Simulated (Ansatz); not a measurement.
A plane-wave DFT run in Ansatz 0.2.0 (scalar-relativistic PAW potentials unless the input names others): input and command.

```yaml
crystal:
  lattice:
    - [0.0, 2.11336841, 2.14604937]
    - [2.11336841, 0.0, 2.14604937]
    - [2.11336841, 2.11336841, 0.0]
  atoms:
    - { symbol: Si, position: [0.25, 0.25, 0.25] }
    - { symbol: Si, position: [0.75, 0.75, 0.75] }
    - { symbol: Ni, position: [0.0, 0.0, 0.0] }
basis:
  ecutwfc: 420
kpoints:
  mp_grid: { grid: [16, 16, 16] }
hamiltonian:
  xc: pbe
scf:
  occupations: { method: gaussian, width: 0.15 }
  max_iter: 80
output:
  forces: true
  eigenvalues: true
  stress: true
```

```bash
ansatz run input.yaml --threads 2 --pin off --max-ram 5120MiB --backend cpu --events-out ev --progress --plain --runs-dir out
```

Abridged log:
```
Basis set: ecut = 420 eV, 347 PW (Γ), exchange–correlation on 48×48×40 points (8 copies of the dense FFT grid, shifted against one another)
Bands: 17, of which v1, the nominal top of the filled ones, is band 13 counted from 1 (12 counted from 0)
Symmetry: 16 space group operations
k-points: 349 of 4096
SCF iter   1: F=—  HF=-7093.298895 eV  |F-HF|=—  |Δ(HF+E_count)|=         —  Δρ=7.39e-2  dr2=6.12e-1  ethr=1.77e-3  ⟨swp⟩=6.4  Hψ=34022  notcnv=0
SCF iter   2: F=—  HF=-7093.204004 eV  |F-HF|=—  |Δ(HF+E_count)|=   9.49e-2  Δρ=3.54e-2  dr2=1.48e-1  ethr=1.77e-3  ⟨swp⟩=2.0  Hψ=10047  notcnv=0  defer=1
SCF iter   3: F=—  HF=-7093.164137 eV  |F-HF|=—  |Δ(HF+E_count)|=   3.99e-2  Δρ=6.31e-3  dr2=4.52e-3  ethr=5.70e-4  ⟨swp⟩=2.8  Hψ=10215  notcnv=0  defer=1
SCF iter   4: F=—  HF=-7093.163508 eV  |F-HF|=—  |Δ(HF+E_count)|=   6.29e-4  Δρ=1.99e-3  dr2=3.11e-4  ethr=1.74e-5  ⟨swp⟩=2.4  Hψ=10008  notcnv=0  defer=1
SCF iter   5: F=—  HF=-7093.163640 eV  |F-HF|=—  |Δ(HF+E_count)|=   1.32e-4  Δρ=2.61e-4  dr2=9.73e-6  ethr=1.20e-6  ⟨swp⟩=2.1  Hψ=8966  notcnv=0  defer=1
SCF iter   6: F=—  HF=-7093.163616 eV  |F-HF|=—  |Δ(HF+E_count)|=   2.42e-5  Δρ=5.23e-5  dr2=3.25e-7  ethr=3.74e-8  ⟨swp⟩=2.3  Hψ=9210  notcnv=0  defer=1
SCF iter   7: F=-7093.163616 eV  HF=-7093.163616 eV  |F-HF|=1.81e-9  |Δ(HF+E_count)|=   3.18e-8  Δρ=3.11e-6  dr2=1.30e-9  ethr=3.85e-10  ⟨swp⟩=8.2  Hψ=33646  notcnv=0
SCF 1 converged in 7 iterations: F = -7093.163616 eV  dr2 = 1.30e-9
SCF converged after 7 iterations
Free energy (F): -7093.163616 eV
Harris-Foulkes:  -7093.163616 eV  (|F-HF|=1.81e-9)
Internal energy: -7093.158604 eV  (E = F + TS)
E sigma→0 (E₀):  -7093.161110 eV
Entropy (-TS):   -0.005012 eV (-1.671 meV/atom)
Fermi energy:    30.758175 eV
--- Forces (eV/Å), atoms counted from 1 ---
  atom   1  Si     0.00000000     0.00000000     0.00000000
  atom   2  Si     0.00000000     0.00000000     0.00000000
  atom   3  Ni     0.00000000     0.00000000     0.00000000
--- Stress (GPa, compression-positive) ---
      562.254332       0.000000       0.000000
        0.000000     562.254332       0.000000
        0.000000       0.000000     553.859658
  P = ⅓ Tr σ = 559.4561 GPa (5594.561 kbar)
```

Question: The run was meant for a cell not far from equilibrium. What is wrong with this input?

Answer: The fault is a lattice far too small (lattice vectors times 0.800). Setting it back cures it. The run converged all the same, with an energy at zero smearing 6.4 eV/atom above the reference's, pressure 559.46 GPa, largest force 0.000 eV/Å, no gap on the mesh, so convergence alone doesn't show that an input is right. A reference run of the cell with lattice vectors 0.0000 2.6417 2.6826; 2.6417 0.0000 2.6826; 2.6417 2.6417 0.0000 Å and the atoms in their places converged with pressure 12.95 GPa, largest force 0.000 eV/Å, no gap on the mesh.

Time: 5.5 s on 2 threads of Intel(R) Xeon(R) Processor @ 2.70GHz, with other jobs on the host, peak memory 0.42 GiB.